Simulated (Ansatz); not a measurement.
SiC: pressure against volume

SiC, P6_3mc, a = 3.076 Å, c = 5.048 Å. The compound has several low-lying forms, and this is one of them. Ansatz: PBEsol, PAW, 420 eV, Γ-centred 12×12×6 mesh on 4 atoms, Gaussian smearing 0.02 eV; no spin polarisation. Shape and atoms are relaxed at each volume; pressure is positive in compression.

| V (Å³/atom) | P (GPa) |
| --- | --- |
| 9.719 | 15.54 |
| 10.029 | 7.21 |
| 10.339 | 0.02 |
| 10.649 | -6.19 |
| 10.959 | ? |

Problem. Take V0 = 10.339 Å³/atom, count pressures from its P0 = 0.02 GPa, fit the third-order Birch–Murnaghan form to the other rows, and predict the missing pressure.

Solution. With the Eulerian strain f = ½[(V0/V)^(2/3) − 1] and y = (P − P0)/[3f(1 + 2f)^(5/2)], the form is the line y = B0 + 1.5 B0 (B0′ − 4) f. Rows (f, y): 0.02104, 221.8; 0.01025, 222.3; -0.00975, 223.0. Means f = 0.007180, y = 222.37; Σ(Δf)² = 0.0004881, ΣΔfΔy = -0.01878; the slope is their ratio. y = 222.6 − 38.47 f GPa, so B0 = 222.6 GPa and B0′ = 4 + 2 × (-38.47)/(3 × 222.6) = 3.88. At V = 10.959, f = -0.01904, y = 223.33 and P = -11.56 GPa. The run gave -11.54 GPa, so the fit is 0.02 GPa too low, a small miss on the scale of the series. The form still works here, 33 % of the fitted range beyond its end.